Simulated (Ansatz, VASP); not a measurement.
## One calculation of KF, two programs

```
CELL_PARAMETERS angstrom
0.00000 2.58128 2.58128
2.58128 0.00000 2.58128
2.58128 2.58128 0.00000
ATOMIC_POSITIONS crystal
K 0.00000 0.00000 0.00000
F 0.50000 0.50000 0.50000
```

Alike in both runs: functional LDA; k mesh 8 × 8 × 8; occupations gaussian, width 0.02 eV; no spin polarisation.

Ansatz relaxed the structure, and its values are those at the end. VASP's run is a single point on that final structure, the one shown.

```csv
,VASP,Ansatz
version,VASP 6.6.1,Ansatz 0.2.0
potentials or method,"VASP PAW LDA potentials, release 64 (K_sv, F)","scalar-relativistic, plane waves, PAW"
plane-wave cutoff (eV),520,420
valence electrons in the cell,16,16
```

|  | VASP | Ansatz | Ansatz less VASP |
| --- | --- | --- | --- |
| gap on the k mesh at the Fermi level (eV) | 6.35 | 6.37 | +0.019 |
| least direct gap on the mesh (eV) | 6.35 | 6.37 | +0.019 |
| pressure (GPa) | 0.2 | 0.0 | -0.25 |

A k mesh can miss the band edges. Expect the measured gap to be larger: semilocal functionals such as LDA lack the derivative discontinuity.
